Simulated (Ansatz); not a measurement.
Relaxation of a periodic cell of 19 atoms, HC18 (surface graphene monolayer, adsorbate H), to a largest force component of 0.03 eV/Å in at most 60 steps.

Computed with Ansatz, DFT PBE, scalar-relativistic, plane waves, PAW. Settings: cutoff 420 eV, k mesh 2x2x1, fermi-dirac smearing 0.05 eV, spin collinear.

```xyz
19
Lattice="7.3980 0.0000 0.0000 -3.6990 6.4069 0.0000 0.0000 0.0000 12.0000" Properties=species:S:1:pos:R:3
C 0.000 0.000 1.000
C 1.233 0.712 1.000
C -1.233 2.136 1.000
C 0.000 2.847 1.000
C -2.466 4.271 1.000
C -1.233 4.983 1.000
C 2.466 0.000 1.000
C 3.699 0.712 1.000
C 1.233 2.136 1.000
C 2.466 2.847 1.000
C 0.000 4.271 1.000
C 1.233 4.983 1.000
C 4.932 0.000 1.000
C 6.165 0.712 1.000
C 3.699 2.136 1.000
C 4.932 2.847 1.000
C 2.466 4.271 1.000
C 3.699 4.983 1.000
H 3.670 2.557 2.010
```

Q: Where does it end, and by what steps?

A: It converged. Limits of this set-up: coarse k mesh, slab without dipole correction. After 7 steps the energy has fallen by 0.908 eV; H19 moved furthest, 0.62 Å.

```csv
step,energy less start (eV),largest force component (eV/Å),accepted
0,0.0000,2.472,yes
1,-0.3727,1.213,yes
2,-0.6712,0.890,yes
3,-0.8275,1.066,yes
4,-0.8627,0.623,yes
5,-0.9065,0.197,yes
6,-0.9075,0.060,yes
7,-0.9076,0.017,yes
```

```xyz
19
Lattice="7.3980 0.0000 0.0000 -3.6990 6.4069 0.0000 0.0000 0.0000 12.0000" Properties=species:S:1:pos:R:3
C -0.002 0.022 0.973
C 1.230 0.733 0.976
C -1.234 2.165 0.946
C -0.001 2.873 0.889
C -2.461 4.290 0.946
C -1.231 5.003 0.889
C 2.471 0.018 0.946
C 3.698 0.703 1.013
C 1.231 2.165 0.946
C 2.438 2.885 1.012
C -0.001 4.293 0.878
C 1.228 5.003 0.889
C 4.924 0.018 0.946
C 6.165 0.733 0.976
C 3.697 2.158 1.362
C 4.957 2.885 1.012
C 2.458 4.290 0.946
C 3.698 5.006 0.976
H 3.697 2.158 2.488
```

Time of the run: 83 s on 2 threads of Arm Neoverse V1, with other jobs on the host, peak memory 0.88 GiB.
